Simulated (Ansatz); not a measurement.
**Mo (beta tin type): a single-point run**

Wanted: a converged single-point run for Mo (beta tin type), and a check of what comes out. The structure is shown as the input types it.

Program: Ansatz 0.2.0. Level of theory: DFT, PBE, norm-conserving pseudopotentials, Ansatz's default files, scalar-relativistic. These are calculated values, not measurements.

1 further run of the same task is left out (it didn't finish).

### Step 1. Starting point

Symmetry: I4_1/amd, No. 141, tetragonal system. The conventional cell has a = 3.805 Å, b = 3.805 Å, c = 2.006 Å, α = 90.00°, β = 90.00°, γ = 90.00°. Mo (site symmetry -4m2) has 6 Mo at 1.97 to 2.01 Å as nearest neighbours.

Structure file:

```cif
data_structure
_symmetry_space_group_name_H-M 'I4_1/amd:1'
_symmetry_Int_Tables_number 141
_cell_length_a 3.8046
_cell_length_b 3.8046
_cell_length_c 2.0065
_cell_angle_alpha 90.000
_cell_angle_beta 90.000
_cell_angle_gamma 90.000
_cell_volume 29.04
loop_
_atom_site_label
_atom_site_type_symbol
_atom_site_symmetry_multiplicity
_atom_site_Wyckoff_symbol
_atom_site_fract_x
_atom_site_fract_y
_atom_site_fract_z
_atom_site_occupancy
Mo1 Mo 4 b 0.00000 0.00000 0.50000 1
```

### Step 2. The run

Input file input.yaml:

```yaml
crystal:
  lattice:
    - [-1.9022929191, 1.9022929191, 1.0032433855]
    - [1.9022929191, -1.9022929191, 1.0032433855]
    - [1.9022929191, 1.9022929191, -1.0032433855]
  atoms:
    - { symbol: Mo, position: [-0.375, -0.125, -0.25] }
    - { symbol: Mo, position: [0.375, 0.125, 0.25] }
kpoints:
  mp_grid: { grid: [18, 18, 18] }
scf:
  occupations: { method: fermi_dirac, width: 0.05 }
  max_iter: 75
hamiltonian:
  xc: pbe
  pseudopotentials: { kind: nc }
output:
  forces: true
  stress: true
  eigenvalues: true
basis:
  ecutwfc: "40 Ry/bohr"
```

Started as:

```sh
$ ansatz run input.yaml --threads 1 --pin off --max-ram 2048MiB --backend cpu --events-out ev --progress --plain --runs-dir out
```

The log of the run:

```text
Error: YAML parse error: error: line 22 column 12: unknown unit factor `Ry/bohr`
  --> <input>:22:12
   |
20 |   eigenvalues: true
21 | basis:
22 |   ecutwfc: "40 Ry/bohr"
   |            ^ unknown unit factor `Ry/bohr`
```

Run time: 0.02 s. Hardware: 1 thread of Arm Neoverse V1, shared host; peak memory 0.022 GiB.

### Step 3. Diagnosis

The run ended at the input check. Its message: «line 22 column 12: unknown unit factor `Ry/bohr`»

Look at the input: basis.ecutwfc is 40 Ry/bohr. The trouble is the unit typed with the number.

Fix: delete basis.ecutwfc (the default then holds).

### Step 4. Second try

Other changes include scf.max_iter.

input.yaml, as its differences from that of step 2:

```diff
@@ -12,3 +12,2 @@
   occupations: { method: fermi_dirac, width: 0.05 }
-  max_iter: 75
 hamiltonian:
@@ -20,3 +19 @@
   eigenvalues: true
-basis:
-  ecutwfc: "40 Ry/bohr"
```

Started as:

```sh
$ ansatz run input.yaml --threads 1 --pin off --max-ram 2048MiB --backend cpu --events-out ev --progress --plain --runs-dir out
```

The main lines of its log:

```text
[...]
Basis set: ecut = 1088.45545 eV, 1197 PW (Γ), exchange–correlation on 64×64×64 points (8 copies of the dense FFT grid, shifted against one another)
[...]
k-points: 480 of 5832
[...]
SCF iter   1: F=—  HF=-3794.039559 eV  |F-HF|=—  |Δ(HF+E_count)|=         —  Δρ=4.86e-2  dr2=9.10e-2  ethr=3.10e-3  ⟨swp⟩=7.5  Hψ=54486  notcnv=0
preconditioner: auto → none  [metal: Δε(μ)=0.007 eV  Ē_g=26.530 eV  σ=0.050 eV  W_gap=0.03  n_scr=4 (ndim 8)  ℏωp=47.7 eV  f_vac=0.000  D(μ)=0.72/eV (n_scr^D=4)  sad-step TF]
SCF iter   2: F=—  HF=-3794.022479 eV  |F-HF|=—  |Δ(HF+E_count)|=   1.71e-2  Δρ=2.78e-2  dr2=2.93e-2  ethr=3.25e-4  ⟨swp⟩=2.6  Hψ=16804  notcnv=0  defer=29
[...]
SCF iter   4: F=—  HF=-3794.013592 eV  |F-HF|=—  |Δ(HF+E_count)|=   4.03e-6  Δρ=3.36e-4  dr2=1.73e-6  ethr=1.16e-7  ⟨swp⟩=2.3  Hψ=15788  notcnv=0  defer=29
SCF iter   5: F=-3794.013593 eV  HF=-3794.013593 eV  |F-HF|=5.77e-9  |Δ(HF+E_count)|=   6.62e-7  Δρ=3.09e-5  dr2=2.05e-8  ethr=3.57e-10  ⟨swp⟩=9.1  Hψ=52063  notcnv=0
[...]
SCF converged after 5 iterations
Free energy (F): -3794.013593 eV
[...]
E sigma→0 (E₀):  -3794.010626 eV
[...]
Fermi energy:    48.631240 eV
[...]
  P = ⅓ Tr σ = 965.1997 GPa (9651.997 kbar)
[...]
```

Wall time 23 s (1 thread of Arm Neoverse V1, shared host); peak memory 0.51 GiB.

### Step 5. What came out

| quantity | value |
| --- | --- |
| first try | refused |
| cause | wrong unit |
| second try | converged, 5 SCF cycles |
| energy (zero set by the potentials) | -3794.0136 eV |
| pressure | 965.20 GPa |
| gap on the mesh | none (metal on this mesh) |
| largest force | 0.000 eV/Å |

In words: The mended input goes through in 5 SCF cycles. The structure is not at rest: the sound run finds 965 GPa, so these are no properties of the relaxed crystal. 
